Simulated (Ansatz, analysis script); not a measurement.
## AlNi3: which texture of moments is lowest

Do the moments of AlNi3 prefer to cant? Several patterns are started on spinors.

Calculated with Ansatz 0.2.0; PBE, PAW set soft_2.

## (1) The structure

It takes space group Pm-3m (No. 221, cubic). Conventional cell: a = 3.523 Å, b = 3.523 Å, c = 3.523 Å, α = 90.00°, β = 90.00°, γ = 90.00°. Al has 12 Ni at 2.49 Å nearest. Ni has 4 Al at 2.49 Å and 8 Ni at 2.49 Å nearest. Farther neighbours are not listed.

The cell comes from the Materials Project, a database of computed structures, and the real compound, where it exists, may take another one.

The cell of this run holds 4 atoms, 3 of them with a starting moment; values «a cell» refer to the cell of the run in question.

## (2) Two spin channels first

A collinear run comes first: it shows whether moments survive, and how large they are.

Input file input.yaml:

```yaml
crystal:
  lattice:
    - [3.5230547267, 0.0, 0.0]
    - [0.0, 3.5230547267, 0.0]
    - [0.0, 0.0, 3.5230547267]
  atoms:
    - { symbol: Al, position: [0.0, 0.0, 0.0] }
    - { symbol: Ni, position: [0.0, 0.5, 0.5], spin: 1.0 }
    - { symbol: Ni, position: [0.5, 0.0, 0.5], spin: 1.0 }
    - { symbol: Ni, position: [0.5, 0.5, 0.0], spin: 1.0 }
magnetization:
  spin_polarized: true
kpoints:
  mp_grid: { grid: [6, 6, 6] }
hamiltonian:
  xc: pbe
scf:
  occupations: { method: fermi_dirac, width: 0.05 }
  max_iter: 120
  convergence: { dr2_threshold: 1.0e-08 }
output:
  write_density: true
  write_potential: true
  elf: true
  volumetric_format: npy
```

Started as:

```bash
$ ansatz run input.yaml --threads 4 --pin off --max-ram 8192MiB --backend cpu --events-out ev --progress --plain --runs-dir out
```

Numbers of over 12 decimals in the logs are rounded to 6 here.

The log of the run:

```text
Engine: ansatz 0.2.0, aarch64-unknown-linux-gnu
Pseudopotentials: kind: paw
Pseudopotential: Al, paw, valence charge 3, recommended cutoff 420 eV (normal), Al.paw.azcp
Pseudopotential: Ni, paw, valence charge 18, recommended cutoff 420 eV (normal), Ni.paw.azcp
Functional definition: PBE
  parameter kappa = 0.804
  parameter beta = 0.066725
  exchange = pbe_x(kappa = kappa, mu = beta*pi^2/3)
  correlation = pbe_c(beta = beta)
Crystal: 4 atoms, lattice volume = 43.728 Å³
Basis set: ecut = 420 eV, 847 PW (Γ)
Bands: 36, of which v1, the nominal top of the filled ones, is band 29 counted from 1 (28 counted from 0)
Symmetry: 48 space group operations
Space group: Pm-3m (ITA 221), of the structure as read, at distance tolerance 3.5e-5 Å
Magnetic group: BNS 221.92 (UNI 1594), of the structure as read, at distance tolerance 3.5e-5 Å
k-points: 20 of 216
Non-local potential: Al, projectors of the file, l = 0: 2, l = 1: 2, l = 2: 1
Non-local potential: Ni, projectors of the file, l = 0: 3, l = 1: 2, l = 2: 3, l = 3: 1
PAW form: soft (Blöchl's): semilocal exchange-correlation on the pseudo side does not see the compensation charge
PAW one-centre angular grid: Al, 110 points (default); XC on 64 Gauss nodes
PAW one-centre angular grid: Ni, 590 points (default); XC on 64 Gauss nodes
Initial density: superposition of atomic densities (chi_scale 0.1, normalization cell)
Starting moments: Σ|m| = 3 μB on 3 of 4 sites
Initial wavefunctions: pseudopotential atomic-orbital guess
Functional: x = pbe(κ = 0.804, μ = 0.219515), c = pbe(β = 0.066725)
SCF iter   1: F=—  HF=-18055.697215 eV  |F-HF|=—  |Δ(HF+E_count)|=         —  Δρ=1.13e-1 (↑1.13e-1 ↓4.47e-2)  dr2=2.18e0  dr2_m=2.06e0  M=0.966 μB ∫|m|=1.219 μB  β_m=0.30  ethr=3.10e-3  ⟨swp⟩=6.0  Hψ=5179  notcnv=0  defer=10
Mixer restart at iter 1: flushing history
preconditioner: auto → Kerker (q_TF=auto, 2.852 Å⁻¹)  [metal: Δε(μ)=0.052 eV  Ē_g=7.955 eV  σ=0.050 eV  W_gap=0.24  n_scr=18 (ndim 8)  ℏωp=32.3 eV  f_vac=0.000  D(μ)=2.67/eV (n_scr^D=26)]
spin=Collinear: Kerker preconditioning applied to the charge; magnetization (m = ρ↑ − ρ↓) channel mixes plain (no charge-response kernel on spin).
SCF iter   2: F=—  HF=-18055.109736 eV  |F-HF|=—  |Δ(HF+E_count)|=   5.87e-1  Δρ=6.62e-2 (↑4.06e-2 ↓6.62e-2)  dr2=3.76e-1  dr2_m=1.05e0  M=0.955 μB ∫|m|=1.185 μB  β_m=0.40  ethr=3.10e-3  ⟨swp⟩=2.1  Hψ=2431  notcnv=0  defer=55
SCF iter   3: F=—  HF=-18056.708990 eV  |F-HF|=—  |Δ(HF+E_count)|=    1.60e0  Δρ=4.86e-2 (↑2.33e-2 ↓4.86e-2)  dr2=3.98e-1  dr2_m=4.79e-1  M=0.883 μB ∫|m|=1.107 μB  β_m=0.62  ethr=6.60e-4  ⟨swp⟩=2.3  Hψ=2242  notcnv=0  defer=55
SCF iter   4: F=—  HF=-18058.411044 eV  |F-HF|=—  |Δ(HF+E_count)|=    1.70e0  Δρ=2.90e-2 (↑1.26e-2 ↓2.90e-2)  dr2=6.54e-1  dr2_m=3.02e-2  M=0.711 μB ∫|m|=0.904 μB  β_m=0.78  ethr=6.60e-4  ⟨swp⟩=3.2  Hψ=2645  notcnv=0  defer=59
SCF iter   5: F=—  HF=-18058.333985 eV  |F-HF|=—  |Δ(HF+E_count)|=   7.71e-2  Δρ=1.41e-2 (↑7.37e-3 ↓1.41e-2)  dr2=9.46e-2  dr2_m=5.52e-3  M=0.671 μB ∫|m|=0.837 μB  β_m=0.89  ethr=6.60e-4  ⟨swp⟩=3.0  Hψ=2578  notcnv=0  defer=60
SCF iter   6: F=—  HF=-18058.371564 eV  |F-HF|=—  |Δ(HF+E_count)|=   3.76e-2  Δρ=1.19e-3 (↑1.16e-3 ↓1.19e-3)  dr2=3.96e-3  dr2_m=5.15e-5  M=0.698 μB ∫|m|=0.880 μB  β_m=0.95  ethr=1.66e-4  ⟨swp⟩=2.2  Hψ=2431  notcnv=0  defer=64
SCF iter   7: F=—  HF=-18058.370826 eV  |F-HF|=—  |Δ(HF+E_count)|=   7.38e-4  Δρ=7.69e-4 (↑7.69e-4 ↓5.56e-4)  dr2=4.73e-4  dr2_m=6.51e-6  M=0.699 μB ∫|m|=0.886 μB  β_m=0.97  ethr=6.96e-6  ⟨swp⟩=2.0  Hψ=1641  notcnv=0  defer=64
SCF iter   8: F=—  HF=-18058.370743 eV  |F-HF|=—  |Δ(HF+E_count)|=   8.28e-5  Δρ=3.71e-4 (↑3.15e-4 ↓3.71e-4)  dr2=1.31e-4  dr2_m=3.85e-7  M=0.699 μB ∫|m|=0.886 μB  β_m=0.99  ethr=8.30e-7  ⟨swp⟩=2.0  Hψ=2121  notcnv=0  defer=64
SCF iter   9: F=—  HF=-18058.370736 eV  |F-HF|=—  |Δ(HF+E_count)|=   7.34e-6  Δρ=5.45e-5 (↑3.37e-5 ↓5.45e-5)  dr2=1.90e-6  dr2_m=5.73e-8  M=0.699 μB ∫|m|=0.886 μB  β_m=0.99  ethr=2.29e-7  ⟨swp⟩=2.1  Hψ=1926  notcnv=0  defer=64
SCF iter  10: F=—  HF=-18058.370735 eV  |F-HF|=—  |Δ(HF+E_count)|=   5.36e-7  Δρ=3.23e-5 (↑2.17e-5 ↓3.23e-5)  dr2=8.97e-7  dr2_m=1.17e-8  M=0.699 μB ∫|m|=0.886 μB  β_m=1.00  ethr=3.34e-9  ⟨swp⟩=2.0  Hψ=2398  notcnv=0  defer=64
SCF iter  11: F=—  HF=-18058.370736 eV  |F-HF|=—  |Δ(HF+E_count)|=   1.13e-7  Δρ=2.28e-5 (↑1.50e-5 ↓2.28e-5)  dr2=4.21e-7  dr2_m=6.36e-9  M=0.699 μB ∫|m|=0.886 μB  β_m=1.00  ethr=1.57e-9  ⟨swp⟩=1.0  Hψ=1440  notcnv=0  defer=64
SCF iter  12: F=—  HF=-18058.370735 eV  |F-HF|=—  |Δ(HF+E_count)|=   4.55e-8  Δρ=2.23e-6 (↑2.23e-6 ↓1.31e-6)  dr2=3.57e-9  dr2_m=1.03e-10  M=0.699 μB ∫|m|=0.886 μB  β_m=0.91  ethr=7.39e-10  ⟨swp⟩=2.0  Hψ=1878  notcnv=0  defer=64
SCF iter  13: F=-18058.370735 eV  HF=-18058.370735 eV  |F-HF|=5.93e-10  |Δ(HF+E_count)|=  5.09e-10  Δρ=8.50e-7 (↑8.50e-7 ↓6.77e-7)  dr2=7.07e-10  dr2_m=4.43e-12  M=0.699 μB ∫|m|=0.886 μB  ethr=6.26e-12  ⟨swp⟩=7.0  Hψ=5370  notcnv=0
SCF 1 converged in 13 iterations: F = -18058.370735 eV  dr2 = 7.07e-10
  greatest PAW one-centre occupation: 1.001 electrons in one spin orbital (limit 2), on the Ni atom at site 3 (counted from 0), in its partial waves of l = 1
SCF converged after 13 iterations
Magnetization: 0.6988 μB (28.8494 up, 28.1506 down)
Absolute magnetization: 0.8867 μB (∫|ρ↑−ρ↓|, with the PAW one-centre terms)
Spin contamination: 0.0112 ħ² per cell (⟨S²⟩ above its minimum at these occupations)
Per-site moments (μB) at R_I (Å): [(-0.017336, 1.027610), (0.260539, 1.027610), (0.260539, 1.027610), (0.260539, 1.027610)]
Free energy (F): -18058.370735 eV
Harris-Foulkes:  -18058.370735 eV  (|F-HF|=5.93e-10)
Internal energy: -18058.344067 eV  (E = F + TS)
E sigma→0 (E₀):  -18058.357401 eV
Entropy (-TS):   -0.026668 eV (-6.667 meV/atom)
Fermi energy:    16.467347 eV
--- Per-component energies (eV) ---
  E_band       = -901.394229
  E_kinetic    = 879.154272
  E_local      = -11867.304849  (includes V_loc(G=0)·N_el)
  E_nonlocal   = 1916.758868
  E_hartree    = 5057.229944
  E_xc         = -297.760794
  E_vxc        = -361.829339  (∫ρ·V_xc dr)
  E_paw        = -5358.243675  (= ΣΔE_a)
  E_vpaw       = -1582.638544  (= ΣTr[D̂ρ^β])
  E_aug_tail   = 0.001709  (compensation charges beyond the density's cutoff)
  E_ewald      = -8388.179542
  E_smearing   = -0.026668  (= −TS)
  E_closure    = 0.000000  (closes the sum)
  Σ components = -18058.370735   (vs F -18058.370735, Δ=0.00e0)
--- Band table (eV; the first three rows and the last of 40) ---
  k-point 0 ↑: bands = [... 25 lower, 16.3997, 16.3997, 16.3997, 17.3021, 17.3021, 17.3021, 23.1596, 23.1596, ... 3 higher]
  k-point 1 ↑: bands = [... 25 lower, 15.8928, 16.0928, 16.2525, 16.4000, 18.2981, 18.2981, 23.1259, 23.7024, ... 3 higher]
  k-point 2 ↑: bands = [... 25 lower, 15.5167, 15.6818, 15.9508, 16.4006, 20.0099, 20.0099, 23.0399, 24.0675, ... 3 higher]
  k-point 19 ↓: bands = [... 25 lower, 15.5551, 15.5551, 16.1477, 16.5950, 16.5950, 16.5950, 20.1567, 20.8055, ... 3 higher]
```

Run time: 2.2 s. Hardware: 4 threads of Arm Neoverse V2, shared host; peak memory 0.38 GiB; 6.8 s of CPU time.

Spin moment in the atom's sphere by atom:

| atom | spin moment in the atom's sphere (μB) |
| --- | --- |
| Al1 | -0.017 |
| Ni2 | 0.261 |
| Ni3 | 0.261 |
| Ni4 | 0.261 |

Tables count atoms from 1; parts of the log count from 0.

The run ends ferromagnetic, with a net moment of 0.699 μB a cell. Only this order was typed.

Spin density in the ac plane at fractional y = 0.000, with atoms of Al and Ni within 0.2 Å of it.

Ten even steps from '_' (-0.04 × 1e-1 e/Å³) to '@' (9.53 × 1e-1 e/Å³), each cell a mean:
```
____________________________
____________________________
____________________________
____________________________
____________________________
____________::==..__________
__________..++@@==__________
____________--++::__________
______________..____________
____________________________
____________________________
____________________________
____________________________
____________________________
```
Columns run along a (3.5 Å), rows up along c (3.5 Å). Atoms in or near the plane, at fractional coordinates: Al at (0.00, 0.00), Ni at (0.50, 0.50).

Valence density in the ac plane at fractional y = 0.000, with atoms of Al and Ni within 0.2 Å of it. It is the smooth field of the valence electrons, not physical close to the nuclei.

Values in e/Å³, 14 rows by 14 columns, each cell a mean:
```
 0  0  0  0  0  0  0  0  0  0  0  0  0  0
 0  0  0  0  0  0  0  0  0  0  0  0  0  0
 0  0  0  0  0  0  0  0  0  0  0  0  0  0
 0  0  0  0  0  1  1  1  1  1  0  0  0  0
 0  0  0  0  1  2  6  8  5  2  1  0  0  0
 0  0  0  0  2  6 19 29 16  5  1  0  0  0
 0  0  0  1  2 10 34 53 29  8  1  0  0  0
 0  0  0  0  2  7 23 34 19  6  1  0  0  0
 0  0  0  0  1  3  7 10  6  2  1  0  0  0
 0  0  0  0  0  1  2  2  2  1  0  0  0  0
 0  0  0  0  0  0  0  1  0  0  0  0  0  0
 0  0  0  0  0  0  0  0  0  0  0  0  0  0
 0  0  0  0  0  0  0  0  0  0  0  0  0  0
 0  0  0  0  0  0  0  0  0  0  0  0  0  0
```
Columns run along a (3.5 Å), rows up along c (3.5 Å). Atoms in or near the plane, at fractional coordinates: Al at (0.00, 0.00), Ni at (0.50, 0.50).

ELF in the ac plane at fractional y = 0.000, with atoms of Al and Ni within 0.2 Å of it. It is the smooth field of the valence electrons, not physical close to the nuclei.

Ten even steps from '_' (0.04) to '@' (0.69), each cell a mean:
```
______==**++==--==++**--____
____--++**==------++**++::__
::--++**++--::::::--++**++--
++****++--::::::::::--++****
++++==--::--======--::--++++
====--::--==**##**==::::--==
==----::--++%%@@##==::::----
====--::--==##%%**==::::--==
++++==--::--==++==--::--==++
++****==--::------::--++****
--==****==--::::::--++**++==
__..--****==------==**++--__
____..==**++==--==++**--____
..____--++++======++++::____
```
Columns run along a (3.5 Å), rows up along c (3.5 Å). Atoms in or near the plane, at fractional coordinates: Al at (0.00, 0.00), Ni at (0.50, 0.50).

Signs and angles in the names of the patterns follow the order of the magnetic atoms in the input, which need not be their order in space.

In the spinor runs that follow the search for lower states is off.

## (3) Start: ferro

The parallel pattern comes first.

Input file input.yaml:

```yaml
crystal:
  lattice:
    - [3.5230547267, 0.0, 0.0]
    - [0.0, 3.5230547267, 0.0]
    - [0.0, 0.0, 3.5230547267]
  atoms:
    - { symbol: Al, position: [0.0, 0.0, 0.0] }
    - { symbol: Ni, position: [0.0, 0.5, 0.5], spin: 0.26, spin_axis: [0.0, 0.0, 1.0] }
    - { symbol: Ni, position: [0.5, 0.0, 0.5], spin: 0.26, spin_axis: [0.0, 0.0, 1.0] }
    - { symbol: Ni, position: [0.5, 0.5, 0.0], spin: 0.26, spin_axis: [0.0, 0.0, 1.0] }
kpoints:
  mp_grid: { grid: [6, 6, 6] }
hamiltonian:
  xc: pbe
  noncollinear_xc: spin_density_matrix_gradient
scf:
  occupations: { method: fermi_dirac, width: 0.05 }
  max_iter: 120
  convergence: { dr2_threshold: 1.0e-08 }
  lower_state_search: "off"
basis:
  ecutwfc: 420.0
magnetization:
  noncollinear: true
```

Started as:

```bash
$ ansatz run input.yaml --threads 1 --pin off --max-ram 2048MiB --backend cpu --events-out ev --progress --plain --runs-dir out
```

The log of the run:

```text
[...]
Crystal: 4 atoms, lattice volume = 43.728 Å³
Basis set: ecut = 420 eV, 847 PW (Γ)
Bands: 70, of which v1, the nominal top of the filled ones, is band 57 counted from 1 (56 counted from 0)
Symmetry: 48 space group operations + 48 with time reversal
Moments: of one size on atoms that these operations exchange, one fixing the others by the rotation that the starting moments gave each, and all in one plane where the starting moments lie in one or along one axis (crystal.symmetry.detect: false holds none)
k-points: 20 of 216
[...]
Starting moments: Σ|m| = 0.78 μB on 3 of 4 sites
[...]
iter 1 solved again at ethr=3.49e-3 eV; its pass at ethr=1.00e-1 eV (dr2=1.99e0 eV) is discarded
SCF iter   1: F=—  HF=-18058.751527 eV  |F-HF|=—  |Δ(HF+E_count)|=         —  Δρ=7.30e-2  dr2=2.04e0  dr2_m=2.27e-2  ethr=3.49e-3  |M|=5.03e-1 ∫|m|=5.45e-1 μB  |m|>n=0.0e0 m-floor=0.0e0 τ_xc=0.0e0  β_m=0.30  ⟨swp⟩=3.2  Hψ=6871  notcnv=0
[...]
spin=Noncollinear: Kerker preconditioning applied to the charge; magnetization (m_x, m_y, m_z) channels mix plain (no charge-response kernel on spin).
SCF iter   2: F=—  HF=-18058.590357 eV  |F-HF|=—  |Δ(HF+E_count)|=   1.61e-1  Δρ=2.85e-2  dr2=4.40e-1  dr2_m=6.02e-3  ethr=3.49e-3  |M|=5.56e-1 ∫|m|=6.10e-1 μB  |m|>n=0.0e0 m-floor=0.0e0 τ_xc=2.0e-17  β_m=0.30  ⟨swp⟩=2.1  Hψ=2802  notcnv=0
[...]
SCF iter  12: F=—  HF=-18058.369614 eV  |F-HF|=—  |Δ(HF+E_count)|=   2.86e-4  Δρ=9.63e-4  dr2=1.25e-6  dr2_m=9.30e-5  ethr=5.92e-9  |M|=6.55e-1 ∫|m|=8.10e-1 μB  |m|>n=0.0e0 m-floor=0.0e0 τ_xc=1.5e-17  β_m=0.30  ⟨swp⟩=4.3  Hψ=4004  notcnv=0
[...]
spin-set hold released at iteration 12 (site moments contracting): the magnetisation degrees of freedom join the quasi-Newton model from the next iteration; the mixer history was flushed
SCF iter  13: F=—  HF=-18058.369998 eV  |F-HF|=—  |Δ(HF+E_count)|=   3.84e-4  Δρ=1.42e-3  dr2=2.22e-6  dr2_m=2.03e-4  ethr=2.20e-9  |M|=6.60e-1 ∫|m|=8.18e-1 μB  |m|>n=0.0e0 m-floor=0.0e0 τ_xc=1.9e-17  β_m=0.58  ⟨swp⟩=4.7  Hψ=4321  notcnv=0
[...]
SCF iter  19: F=-18058.370735 eV  HF=-18058.370735 eV  |F-HF|=4.79e-9  |Δ(HF+E_count)|=   2.90e-9  Δρ=4.20e-6  dr2=5.04e-9  dr2_m=6.33e-10  ethr=3.34e-11  |M|=6.99e-1 ∫|m|=8.86e-1 μB  |m|>n=0.0e0 m-floor=0.0e0 τ_xc=4.7e-17  ⟨swp⟩=4.0  Hψ=2941  notcnv=0
SCF 1 converged in 19 iterations: F = -18058.370735 eV  dr2 = 5.04e-9
[...]
SCF converged after 19 iterations
Magnetization: |M| = 0.6988 μB,  M = (-0.0000, +0.0000, +0.6988) μB
Absolute magnetization: 0.8866 μB (∫|m|, with the PAW one-centre terms)
  site 0: m = (+0.0000, +0.0000, -0.0173) μB, |m| = 0.0173 μB  (R = 1.03 Å)
  site 1: m = (-0.0000, -0.0000, +0.2605) μB, |m| = 0.2605 μB  (R = 1.03 Å)
  site 2: m = (-0.0000, -0.0000, +0.2605) μB, |m| = 0.2605 μB  (R = 1.03 Å)
  site 3: m = (-0.0000, -0.0000, +0.2605) μB, |m| = 0.2605 μB  (R = 1.03 Å)
Free energy (F): -18058.370735 eV
[...]
Internal energy: -18058.344066 eV  (E = F + TS)
E sigma→0 (E₀):  -18058.357401 eV
Entropy (-TS):   -0.026669 eV (-6.667 meV/atom)
Fermi energy:    16.467359 eV
[...]
```

Wall time 51 s (1 thread); peak memory 0.33 GiB.

It ends ferromagnetic; the largest site carries 0.261 μB.

Spin moment in the atom's sphere by atom:

| atom | x (μB) | y (μB) | z (μB) | size |
| --- | --- | --- | --- | --- |
| Al1 | 0.000 | 0.000 | -0.017 | 0.017 |
| Ni2 | 0.000 | 0.000 | 0.261 | 0.261 |
| Ni3 | 0.000 | 0.000 | 0.261 | 0.261 |
| Ni4 | 0.000 | 0.000 | 0.261 | 0.261 |

## (4) Start: random 1

Random directions favour no pattern, so the moments can find one that was not thought of.

input.yaml, the sections that differ from step 3:

```yaml
crystal:
  lattice:
    - [3.5230547267, 0.0, 0.0]
    - [0.0, 3.5230547267, 0.0]
    - [0.0, 0.0, 3.5230547267]
  atoms:
    - { symbol: Al, position: [0.0, 0.0, 0.0] }
    - { symbol: Ni, position: [0.0, 0.5, 0.5], spin: 0.26, spin_axis: [-0.784599, 0.22956, -0.57594] }
    - { symbol: Ni, position: [0.5, 0.0, 0.5], spin: 0.26, spin_axis: [0.681178, 0.71186, 0.171033] }
    - { symbol: Ni, position: [0.5, 0.5, 0.0], spin: 0.26, spin_axis: [0.557012, 0.152259, 0.816428] }
output:
  write_density: true
  write_potential: true
  elf: true
  volumetric_format: npy
# kpoints, hamiltonian, scf, basis, magnetization: as in step 3
```

The log of the run:

```text
[...]
Crystal: 4 atoms, lattice volume = 43.728 Å³
Basis set: ecut = 420 eV, 847 PW (Γ)
Bands: 70, of which v1, the nominal top of the filled ones, is band 57 counted from 1 (56 counted from 0)
Symmetry: 8 space group operations
[...]
k-points: 64 of 216
[...]
Starting moments: Σ|m| = 0.78 μB on 3 of 4 sites
[...]
k-point 0: bands = [... 53 lower, 16.8385, 16.8385, 16.8385, 17.2637, 17.2637, 17.2637, 17.3021, 17.3021, ... 9 higher]
  k-point 1: bands = [... 53 lower, 16.2525, 16.3028, 16.3632, 16.4000, 16.8389, 18.2981, 18.2981, 18.3725, ... 9 higher]
  k-point 2: bands = [... 53 lower, 15.9080, 15.9508, 16.1507, 16.4006, 16.8395, 20.0099, 20.0099, 20.0775, ... 9 higher]
  k-point 63: bands = [... 53 lower, 15.5551, 16.1477, 16.1691, 16.2223, 16.2223, 16.2223, 16.5950, 16.5950, ... 9 higher]
[key lines of the parts left out:]
SCF converged after 26 iterations
Magnetization: |M| = 0.6988 μB,  M = (+0.2482, +0.6125, +0.2272) μB
Free energy (F): -18058.370735 eV
Fermi energy:    16.467342 eV
```

The job ended after 3.5 min (1 thread; peak memory 0.58 GiB).

It ends ferromagnetic; the largest site carries 0.261 μB.

Spin moment in the atom's sphere by atom:

| atom | x (μB) | y (μB) | z (μB) | size |
| --- | --- | --- | --- | --- |
| Al1 | -0.006 | -0.015 | -0.006 | 0.017 |
| Ni2 | 0.093 | 0.228 | 0.085 | 0.261 |
| Ni3 | 0.093 | 0.228 | 0.085 | 0.261 |
| Ni4 | 0.093 | 0.228 | 0.085 | 0.261 |

## (5) Start: 120 degrees in the xy plane

input.yaml, the sections that differ from step 4:

```yaml
crystal:
  lattice:
    - [3.5230547267, 0.0, 0.0]
    - [0.0, 3.5230547267, 0.0]
    - [0.0, 0.0, 3.5230547267]
  atoms:
    - { symbol: Al, position: [0.0, 0.0, 0.0] }
    - { symbol: Ni, position: [0.0, 0.5, 0.5], spin: 0.26, spin_axis: [1.0, 0.0, 0.0] }
    - { symbol: Ni, position: [0.5, 0.0, 0.5], spin: 0.26, spin_axis: [-0.5, 0.866025, 0.0] }
    - { symbol: Ni, position: [0.5, 0.5, 0.0], spin: 0.26, spin_axis: [-0.5, -0.866025, 0.0] }
# kpoints, hamiltonian, scf, basis, magnetization: as in step 4
# output: removed
```

The log of the run:

```text
[...]
Crystal: 4 atoms, lattice volume = 43.728 Å³
Basis set: ecut = 420 eV, 847 PW (Γ)
Bands: 70, of which v1, the nominal top of the filled ones, is band 57 counted from 1 (56 counted from 0)
Symmetry: 48 space group operations + 48 with time reversal
[...]
k-points: 20 of 216
[...]
Starting moments: Σ|m| = 0.78 μB on 3 of 4 sites
[...]
site 1: m = (-0.0000, +0.0000, +0.0000) μB, |m| = 0.0000 μB  (R = 1.03 Å)
  site 2: m = (+0.0000, -0.0000, -0.0000) μB, |m| = 0.0000 μB  (R = 1.03 Å)
  site 3: m = (+0.0000, +0.0000, -0.0000) μB, |m| = 0.0000 μB  (R = 1.03 Å)
Free energy (F): -18058.357372 eV
[...]
Internal energy: -18058.309088 eV  (E = F + TS)
E sigma→0 (E₀):  -18058.333230 eV
Entropy (-TS):   -0.048283 eV (-12.071 meV/atom)
Fermi energy:    16.420626 eV
[...]
[key lines of the parts left out:]
SCF converged after 17 iterations
Magnetization: |M| = 0.0000 μB,  M = (+0.0000, +0.0000, +0.0000) μB
```

Elapsed: 39 s, on 1 thread; peak memory 0.4 GiB.

It ends non-magnetic; the largest site carries 0 μB.

The spin moment in the atom's sphere vanishes on all atoms.

(Part 1 of 2 ends here.)

[Logs and program files are shortened in this print: banners, set-up blocks, solver, clock and traceback lines can be left out without a mark of their own.]

[Logs are printed without paths, hosts, clocks, repeated set-up lines and the standing remarks that a program may print on its own settings, such as how far it seeks lower states.]

[Hosts, paths, dates, database ids (printed as entryN), source tags and the programs' standing remarks are cut or masked in the printed files.]
